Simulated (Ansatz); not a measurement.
## CdO (Monteponite) under changes of volume

One of the cells (12.970 Å³/atom); the others are scaled copies at fixed shape and fractional positions:

```
Cd O
1.0
     0.00000    2.34950    2.34950
     2.34950    0.00000    2.34950
     2.34950    2.34950    0.00000
Cd O
1 1
Direct
  0.00000 0.00000 0.00000
  0.50000 0.50000 0.50000
```

```yaml
Program: Ansatz 0.2.0
Functional: PBE0
Potentials_or_basis: Ansatz PAW
Cutoff: "420 eV (not typed: the program's choice for these potentials)"
k_mesh: 6 × 6 × 6
Occupations: fermi-dirac, width 0.05 eV
Spin: no spin polarisation
```

```tsv
volume (Å³/atom)	energy over the lowest point (meV/atom)	pressure (GPa)	gap on the mesh (eV)
12.191	27.00	11.1	1.76
12.451	12.20	7.2	1.70
12.710	3.47	3.6	1.64
12.970	0.00	0.5	1.58
13.229	1.65	-2.3	1.53
13.488	7.35	-4.8	1.47
13.748	?	?	?
```

Task: What does the run at 13.748 Å³/atom give?

Result: Energy over the lowest point 17.18 meV/atom; pressure -7.1 GPa; gap on the mesh 1.42 eV.

Worked out: A Birch-Murnaghan fit of order 3 (a polynomial in V^(-2/3)) to the other rows has its minimum at 13.02 Å³/atom with B0 = V·E''(V) = 147 GPa and B' = 4.5. It gives 17.09 meV/atom at 13.748 Å³/atom, against the run's 17.18, and -dE/dV = -7.1 GPa, against -7.1. A straight line through the other rows of the gap, of slope -2.85 eV per unit of ln V, extrapolates to 1.42 eV, against the run's 1.42.

Energies are extrapolated to zero smearing.

Caveats: the PAW data sets come from PBE, with cores solved anew for the run's functional, which leaves a small shift of forces and pressure; the thresholds are loose for stress.

A mesh can miss the band edges. Spin-orbit coupling on Cd is left out.
